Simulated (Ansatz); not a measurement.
## How far is this CdS from the hull?

Theory: DFT PBE, scalar-relativistic, plane waves, PAW in Ansatz. All cells share a 420 eV cutoff and Γ-centred k meshes spaced at most about 0.3 Å⁻¹ (about 0.25 or finer for metals, 2π included). No spin polarisation.

Energies over the elements count from the elements' standard structures at the same level, with no fitted energy shifts.

All energies are static (0 K, no zero-point motion). The reference form of S is held partly by dispersion forces, which this level lacks.

The competitors are the elements and 1 reference phase of this chemical system (from databases or known types: CdS), relaxed at the same level; other known phases may be missing.

The candidate was reached from: ordered vacancies on the anion sites of fluorite.

```cif
data_structure
_symmetry_space_group_name_H-M 'P4_2/mmc'
_symmetry_Int_Tables_number 131
_cell_length_a 3.9010
_cell_length_b 3.9010
_cell_length_c 7.0279
_cell_angle_alpha 90.000
_cell_angle_beta 90.000
_cell_angle_gamma 90.000
_cell_volume 106.95
loop_
_atom_site_label
_atom_site_type_symbol
_atom_site_symmetry_multiplicity
_atom_site_Wyckoff_symbol
_atom_site_fract_x
_atom_site_fract_y
_atom_site_fract_z
_atom_site_occupancy
Cd1 Cd 2 c 0.00000 0.50000 0.00000 1
S1 S 2 f 0.50000 0.50000 0.25000 1
```

Problem. Is it stable, and against what?

Solution. Not the lowest form: another structure of the same formula lies lower. Its formation energy is -0.344 eV/atom. The lowest competing phase at this composition is this:

```csv
phase,space group,source,share of atoms,ΔE_f (eV/atom)
CdS,P6_3mc (No. 186),COD,1.0000,-0.660
```

The candidate lies 0.32 eV/atom above this phase. The candidate matches no cell in the subsets of the Crystallography Open Database and the Materials Project at hand. The margin is far too high for a likely synthesis.
